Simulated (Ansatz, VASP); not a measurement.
# HfC: VASP beside Ansatz

```
CELL_PARAMETERS angstrom
0.00000 2.32500 2.32500
2.32500 0.00000 2.32500
2.32500 2.32500 0.00000
ATOMIC_POSITIONS crystal
Hf 0.50000 0.50000 0.50000
C 0.00000 0.00000 0.00000
```

Alike in both runs: task band structure; functional PBEsol; k mesh 7 × 7 × 7; occupations fermi-dirac, width 0.05 eV; spin-orbit coupling, no magnetisation.

```csv
,VASP,Ansatz
version,VASP 6.6.1,Ansatz 0.2.0
potentials or method,"VASP PAW PBE potentials, release 64 (Hf_pv, C)",Ansatz PAW
plane-wave cutoff (eV),520,420
valence electrons in the cell,14,30
```

```tsv
	VASP	Ansatz	Ansatz less VASP
gap on the k mesh at the Fermi level (eV)	none	none	-
pressure (GPa)	-7.1	-7.2	-0.05
```

A gap of «none» marks a metal or a gap that the smearing closes. The two sets of potentials don't hold the same shells in valence.

Caveats: the PAW data sets were made with another functional, which shifts forces and pressure a little (VASP); the PAW data sets come from PBE, with cores solved anew for the run's functional, which leaves a small shift of forces and pressure (Ansatz).
